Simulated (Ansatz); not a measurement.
The following input was run with Ansatz 0.2.0.

```yaml
crystal:
  lattice:
    - [3.8390980288, 0.022743161, -0.0203077319]
    - [0.022743161, 3.7894902115, -0.03746814]
    - [-0.0123645376, -0.0228128, 2.3284112448]
  atoms:
    - { symbol: Be, position: [0.2831638982, 0.2887393017, -0.0024722963] }
    - { symbol: Be, position: [0.7368984801, 0.7181972582, -0.0724943891] }
    - { symbol: Be, position: [0.1966909865, 0.7704917987, 0.5595542853] }
    - { symbol: Be, position: [0.7832466352, 0.2225716414, 0.5154124001] }
basis:
  ecutwfc: 420
kpoints:
  mp_grid: { grid: [10, 10, 16] }
hamiltonian:
  xc: pbe
scf:
  occupations: { method: gaussian, width: 0.1 }
output:
  forces: true
  stress: true
  eigenvalues: true
```

Command:
```bash
ansatz run input.yaml --threads 1 --pin off --max-ram 1331MiB --backend cpu --events-out ev --progress --plain --runs-dir out
```

Level of theory: DFT PBE, scalar-relativistic, plane waves, PAW in Ansatz.

Abridged output (final results; tables in files aren't shown):

```
SCF 1 converged in 6 iterations: F = -370.395708 eV  dr2 = 6.42e-10
SCF converged after 6 iterations
Free energy (F): -370.395708 eV
Harris-Foulkes:  -370.395708 eV  (|F-HF|=5.50e-10)
Internal energy: -370.393397 eV  (E = F + TS)
E sigma→0 (E₀):  -370.394553 eV
Entropy (-TS):   -0.002311 eV (-0.578 meV/atom)
Fermi energy:    7.542844 eV
--- Per-component energies (eV) ---
  E_band       = 21.273335
  E_kinetic    = 81.081842
  E_local      = 8.928220  (includes V_loc(G=0)·N_el)
  E_nonlocal   = 17.730532
  E_hartree    = 0.433501
  E_xc         = -77.967962
  E_vxc        = -81.719783  (∫ρ·V_xc dr)
  E_paw        = -238.174440  (= ΣΔE_a)
  E_vpaw       = -5.614457  (= ΣTr[D̂ρ^β])
  E_aug_tail   = -0.000003  (compensation charges beyond the density's cutoff)
  E_ewald      = -162.425089
  E_smearing   = -0.002311  (= −TS)
--- Forces (eV/Å), atoms counted from 1 ---
  atom   1  Be     0.39502107    -0.10011159     0.36146163
  atom   2  Be    -1.32727149    -0.11859677     1.68806138
  atom   3  Be     0.57242870     0.66468010    -1.41100268
  atom   4  Be     0.35982624    -0.44597537    -0.63852117
--- Stress (GPa, compression-positive) ---
       -2.512748      -0.467882      -1.761297
       -0.467882      -5.266959       2.149841
       -1.761298       2.149841      -3.499630
  P = ⅓ Tr σ = -3.7598 GPa (-37.598 kbar)
--- Band table (eV; the first three rows and the last of 804) ---
  k-point 0: bands = ["-3.4767", "2.6520", "2.9098", "6.5543", "6.9458", "10.9750", "11.3863", "15.3871"]
  k-point 1: bands = ["-3.3959", "2.7548", "3.0142", "6.6058", "6.9951", "11.0498", "11.4603", "14.7466"]
  k-point 2: bands = ["-3.1535", "3.0623", "3.3271", "6.7560", "7.1375", "11.2733", "11.6821", "12.5778"]
  k-point 803: bands = ["3.6836", "3.8308", "4.0173", "4.1190", "8.6290", "8.9677", "9.0550", "9.2345"]
```

The calculation finished and met its thresholds.